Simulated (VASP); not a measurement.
HfO2, 6 atoms in the cell. Symmetry: P4_2/nmc, No. 137, tetragonal system. Conventional cell: a = 3.558 Å, b = 3.558 Å, c = 5.172 Å, α = 90.00°, β = 90.00°, γ = 90.00°. Hf (site symmetry -4m2) is surrounded by 4 O at 2.05 Å. O (site symmetry 2mm) is surrounded by 2 Hf at 2.05 Å. Measurements of this composition are mostly on another form, of space group No. 14.

| Quantity | Value |
| --- | --- |
| Program | VASP 6.6.1 |
| Task | relaxation of cell and atoms |
| Functional | PBE |
| Potentials or basis | VASP PAW PBE potentials, release 64 (Hf_pv, O) |
| Cutoff | 600 eV |
| k mesh | 8 × 8 × 4 |
| Occupations | gaussian, width 0.02 eV |
| Spin | no spin polarisation |
| Ladder | gaps |
| Further INCAR settings | ALGO = Fast; EDIFF = 1e-06; IBRION = 2; EDIFFG = -0.01; NSW = 60; ISIF = 3 |

Potentials or basis: VASP PAW PBE potentials, release 64 (Hf_pv, O).

Command:

```console
$ cat potpaw_PBE.64/Hf_pv/POTCAR potpaw_PBE.64/O/POTCAR > POTCAR
$ mpirun -np 2 vasp_std > vasp.out
```

Hardware: 2 MPI ranks on Intel(R) Xeon(R) Platinum 8488C (Sapphire Rapids), on a shared host.

Problem. How long does it take, and how much memory?

Solution. It took 3.8 min on 2 MPI ranks on Intel(R) Xeon(R) Platinum 8488C (Sapphire Rapids) (shared host), peak memory 0.22 GiB a rank. Counts: scf iterations 95, k points 45, ion steps 12.
